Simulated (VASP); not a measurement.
# InP (F-43m) in VASP: a series of runs, part 2 of 2

VASP 6.6.1.

**6. Single point, PBEsol-based global hybrid**

This run uses another cell than the first one, of 25.03 Å³/atom, 0.926 times its volume.

Input file POSCAR:

```
InP
1.0
    0.0000000000      2.9252079862      2.9252079862
    2.9252079862      0.0000000000      2.9252079862
    2.9252079862      2.9252079862      0.0000000000
In P
1 1
Direct
    0.0000000000      0.0000000000      0.0000000000
    0.7500000000      0.7500000000      0.7500000000
```

Input file INCAR.step1:

```
ALGO = Normal ; EDIFF = 1E-5
ENCUT = 520 ; GGA = PE
ISIF = 2 ; ISMEAR = -1
LASPH = True ; LREAL = False
LWAVE = True ; NBANDS = 16
NELM = 60 ; PREC = Accurate
SIGMA = 0.05
```

Input file INCAR.step2:

```
AEXX = 0.25 ; ALGO = Normal
EDIFF = 1E-7 ; ENCUT = 520
GGA = PS ; ISIF = 2
ISMEAR = -1 ; ISTART = 1
LASPH = True ; LCHARG = True
LELF = True ; LHFCALC = True
LREAL = False ; LVHAR = True
LWAVE = False ; NBANDS = 16
NELM = 60 ; PREC = Accurate
PRECFOCK = Normal ; SIGMA = 0.05
```

Input file KPOINTS:

```
k-points
0
Gamma
  4 4 4
```

Potentials or basis: VASP PAW PBE potentials, release 64 (In_d, P).

The run is started by

```
> cat potpaw_PBE.64/In_d/POTCAR potpaw_PBE.64/P/POTCAR > POTCAR
> cp INCAR.step1 INCAR
> mpirun -np 1 vasp_std > vasp.out
> cp INCAR.step2 INCAR
> mpirun -np 1 vasp_std > vasp.out
```

OUTCAR:

```text
AEXX = 0.25
   EDIFF = 1E-7
   ENCUT = 520
   GGA = PS
   ISIF = 2
   ISMEAR = -1
   ISTART = 1
   LASPH = True
   LHFCALC = True
   LREAL = False
   NELM = 60
   PREC = Accurate
   PRECFOCK = Normal

 ion  position               nearest neighbor table
   1  0.000  0.000  0.000-   2 2.53   2 2.53   2 2.53   2 2.53
   2  0.750  0.750  0.750-   1 2.53   1 2.53   1 2.53   1 2.53

  LATTYP: Found a face centered cubic cell.
 ALAT       =     5.8504159724

  Lattice vectors:

 A1 = (   0.0000000000,   2.9252079862,   2.9252079862)
 A2 = (   2.9252079862,   0.0000000000,   2.9252079862)
 A3 = (   2.9252079862,   2.9252079862,   0.0000000000)

Analysis of symmetry for initial positions (statically):
=====================================================================
 Subroutine PRICEL returns:
 Original cell was already a primitive cell.

 Routine SETGRP: Setting up the symmetry group for a
 face centered cubic supercell.

 Subroutine GETGRP returns: Found 24 space group operations
 (whereof 24 operations were pure point group operations)
 out of a pool of 48 trial point group operations.

[... 152 lines left out ...]

 E-fermi :   5.5050     XC(G=0):  -7.5042

 val. band max:        4.3896728147   @ k =   0.0000   0.0000   0.0000
 cond. band min:       6.5678284971   @ k =   0.0000   0.0000   0.0000
 fundamental gap:      2.1781556825
 Fermi energy:         5.5050024782

 k-point     1 :       0.0000    0.0000    0.0000
  band No.  band energies     occupation
      1     -11.5519      2.00000
      2     -11.5519      2.00000
      3     -11.5519      2.00000
      4     -11.3859      2.00000
      5     -11.3859      2.00000
      6      -8.4702      2.00000
[... 129 lines left out ...]
      3     -11.4512      2.00000
      4     -11.4082      2.00000
      5     -11.3718      2.00000
      6      -5.7293      2.00000
[... 8 lines left out ...]
     15      17.7546      0.00000
     16      18.2733      0.00000

------------------------ aborting loop because EDIFF is reached ----------------------------------------

  FORCE on cell =-STRESS in cart. coord.  units (eV):
  Direction    XX          YY          ZZ          XY          YZ          ZX
  --------------------------------------------------------------------------------------
  -------------------------------------------------------------------------------------
  Total       -0.0537446     -0.0537446     -0.0537446     -0.0000000     -0.0000000      0.0000000
  in kB       -1.7200651     -1.7200651     -1.7200651     -0.0000000     -0.0000000      0.0000000
  external PRESSURE =      -1.7200651 kB  Pullay stress =       0.0000000 kB

 VOLUME and BASIS-vectors are now :
 -----------------------------------------------------------------------------
  energy-cutoff  :      520.00
  volume of cell :       50.06
      direct lattice vectors                 reciprocal lattice vectors
     0.000000000  2.925207986  2.925207986    -0.170928017  0.170928017  0.170928017
     2.925207986  0.000000000  2.925207986     0.170928017 -0.170928017  0.170928017
     2.925207986  2.925207986  0.000000000     0.170928017  0.170928017 -0.170928017

 POSITION                                       TOTAL-FORCE (eV/Angst)
 -----------------------------------------------------------------------------------
      0.00000      0.00000      0.00000         0.000000      0.000000      0.000000
      4.38781      4.38781      4.38781        -0.000000     -0.000000     -0.000000
 -----------------------------------------------------------------------------------
    total drift:                               -0.000013     -0.000022     -0.000009

  FREE ENERGIE OF THE ION-ELECTRON SYSTEM (eV)
  ---------------------------------------------------
  free  energy   TOTEN  =       -11.3629077982 eV

  energy  without entropy=      -11.3629077982  energy(sigma->0) =      -11.36290780
```

Wall time 4.9 min (1 thread of Intel Xeon Platinum 8488C (Sapphire Rapids), shared host); peak memory 0.18 GiB.

What came out:

| Quantity | Value |
| --- | --- |
| Free energy | -11.3629 eV |
| Pressure | -0.2 GPa |
| Band gap on the k mesh | 2.18 eV, direct |

Levels at points of the mesh, in eV from the valence-band top:
| k point | band 5 | band 6 | band 7 | band 8 | band 9 | band 10 | band 11 | band 12 | band 13 | band 14 |
| --- | --- | --- | --- | --- | --- | --- | --- | --- | --- | --- |
| (0.00, 0.00, 0.00) | -15.78 | -12.86 | 0.00 | 0.00 | 0.00 | 2.18 | 5.59 | 5.59 | 5.59 | 10.17 |
| (0.50, 0.00, 0.00) | -15.76 | -10.94 | -6.40 | -1.09 | -1.09 | 2.92 | 6.33 | 6.33 | 8.65 | 11.24 |
| (0.50, 0.50, 0.00) | -15.74 | -10.21 | -6.38 | -2.61 | -2.61 | 2.96 | 3.64 | 11.13 | 11.65 | 11.65 |

Caveat: the k points lie up to 0.47 Å⁻¹ apart; the PAW data sets were made with another functional, which shifts forces and pressure a little; spin-orbit coupling is left out, which moves the levels of the heavy elements.

**7. Overview**

| task | level | cell | k mesh | cutoff (eV) | grid for exact exchange (PRECFOCK) | share of exact exchange | gap on the mesh (eV) | pressure (GPa) | relaxed volume (Å³/atom) |
| --- | --- | --- | --- | --- | --- | --- | --- | --- | --- |
| single point | revPBE | a = 4.244 Å, angles 60.0°, 2 atoms | 8 × 8 × 8 | 520 | - | - | 0.42 | -0.1 | - |
| single point | BLYP | a = 4.296 Å, angles 60.0°, 2 atoms | 8 × 8 × 8 | 520 | - | - | - | 0.0 | - |
| relaxation of cell and atoms | revPBE | relaxed from a = 4.144 Å, angles 60.0°, 2 atoms | 8 × 8 × 8 | 600 | - | - | 0.43 | 0.0 | 26.99 |
| relaxation of cell and atoms | BLYP | relaxed from a = 4.144 Å, angles 60.0°, 2 atoms | 8 × 8 × 8 | 600 | - | - | - | 0.0 | 28.00 |
| single point | PBEsol-based global hybrid | a = 4.137 Å, angles 60.0°, 2 atoms | 4 × 4 × 4 | 520 | Normal | 0.25 | 2.18 | -0.2 | - |

Alike in all rows: potentials or basis VASP PAW PBE potentials, release 64 (In_d, P); no spin polarisation; smearing fermi-dirac 0.05 eV.

Caveats: some runs use coarse meshes; the PAW data sets were made with another functional, which shifts forces and pressure a little; spin-orbit coupling is left out, which moves the levels of the heavy elements; the volume moved by +11 % from the deposited cell, more than functionals usually miss (some runs).

Absolute energies hang on the potentials; compare differences alone.

**8. Against experiment**

Step 2. Measured gap of InP: 1.4236 eV (direct; 1.6 K; a printed reference work, data compilation). This calculation gives 0.42 eV (-1.01 eV). So large a miss can be the level of theory's own, or it may mean another phase, state or a wrong row. Spin-orbit coupling on In is left out. The value is that of revPBE, without temperature or zero-point motion. Semilocal functionals fall short of measured gaps as a rule.
